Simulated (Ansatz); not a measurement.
W:

```
CELL_PARAMETERS angstrom
0.00000 2.03000 2.03000
2.03000 0.00000 2.03000
2.03000 2.03000 0.00000
ATOMIC_POSITIONS crystal
W 0.00000 0.00000 0.00000
```

This isn't the form of W at room conditions, which is bcc.

Base run:

* Program: Ansatz 0.2.0
* Functional: PBEsol
* Potentials or basis: Ansatz PAW
* Cutoff: 420 eV
* Density cutoff: 1680 eV
* k mesh: 8 × 8 × 8
* Occupations: fermi-dirac, width 0.05 eV
* Spin: spin-orbit coupling, no magnetisation

Its results: band gap on the k mesh none (metal or under the smearing width); pressure -11.9 GPa.

After a change of settings the same cell gave: band gap on the k mesh none (metal or under the smearing width); pressure -8.8 GPa. Which change was it?
A. k mesh from 8 × 8 × 8 to 11 × 11 × 11
B. functional from PBEsol to r2SCAN; cutoff from 420 eV to 500 eV; density cutoff from 1680 eV to 2000 eV
C. functional from PBEsol to LDA

B.

Caveats: the PAW data sets come from PBE, with cores solved anew for the run's functional, which leaves a small shift of forces and pressure.

Not every run made on this cell is shown here.
